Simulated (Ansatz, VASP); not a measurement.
MgB2 in VASP and in Ansatz

INCAR

```
SYSTEM = MgB2
PREC = Accurate
ENCUT = 600
EDIFF = 1E-7
ISMEAR = -1
SIGMA = 0.05
LREAL = .FALSE.
LASPH = .TRUE.
NELM = 60
ALGO = Normal
ISIF = 3
LWAVE = .FALSE.
LCHARG = .FALSE.
GGA = B5
ALDAX = 1.0
AGGAX = 1.0
AGGAC = 1.0
ALDAC = 0.0
IBRION = 2
NSW = 60
EDIFFG = -0.01
```

The input KPOINTS:

```
Automatic mesh
0
G
  10 10 8
  0 0 0
```

Contents of POSCAR:

```
MgB2
1.0
    3.0850000000      0.0000000000      0.0000000000
   -1.5425000000      2.6716883707      0.0000000000
    0.0000000000      0.0000000000      3.5230000000
Mg B
1 2
Direct
    0.0000000000      0.0000000000      0.0000000000
    0.6666666667      0.3333333333      0.5000000000
    0.3333333333      0.6666666667      0.5000000000
```

Contents of input.yaml:

```yaml
crystal:
  lattice:
    - [3.085, 0.0, 0.0]
    - [-1.5425, 2.6716883707, 0.0]
    - [0.0, 0.0, 3.523]
  atoms:
    - { symbol: Mg, position: [0.0, 0.0, 0.0] }
    - { symbol: B, position: [0.6666666667, 0.3333333333, 0.5] }
    - { symbol: B, position: [0.3333333333, 0.6666666667, 0.5] }
hamiltonian:
  xc: blyp
  pseudopotentials: { kind: paw }
kpoints:
  mp_grid: { grid: [10, 10, 8] }
scf:
  occupations: { method: fermi_dirac, width: 0.05 }
output:
  forces: true
  stress: true
  eigenvalues: true
  write_density: true
  write_potential: true
  elf: true
  volumetric_format: npy
relax:
  f_tol: 0.01
  max_steps: 40
  cell: { stress_tol: 0.05 }
```

Alike in both runs: task relaxation of cell and atoms; functional BLYP; k mesh 10 × 10 × 8; occupations fermi-dirac, width 0.05 eV; no spin polarisation.

|  | VASP | Ansatz |
| --- | --- | --- |
| version | VASP 6.6.1 | Ansatz 0.2.0 |
| potentials or method | VASP PAW PBE potentials, release 64 (Mg, B) | Ansatz PAW |
| plane-wave cutoff (eV) | 600 | 420 |
| valence electrons in the cell | 8 | 16 |

|  | VASP | Ansatz | Ansatz less VASP |
| --- | --- | --- | --- |
| gap on the k mesh at the Fermi level, each at its own relaxed structure (eV) | none | none | - |
| relaxed volume (Å³/atom) | 9.74 | 9.76 | +0.018 |
| relaxed cell length with the largest relative difference (Å) | 3.539 | 3.545 | +0.0061 |

A gap of «none» marks a metal or a gap that the smearing closes. The two sets of potentials don't hold the same shells in valence.

Caveats: the PAW data sets were made with another functional, which shifts forces and pressure a little (VASP); the plane-wave basis is chosen anew once the cell has moved, so the energies of steps on either side of that aren't comparable (Ansatz); the PAW data sets come from PBE, with cores solved anew for the run's functional, which leaves a small shift of forces and pressure (Ansatz). Zero-point motion and thermal expansion aren't in these numbers. BLYP gives volumes clearly too large for solids.
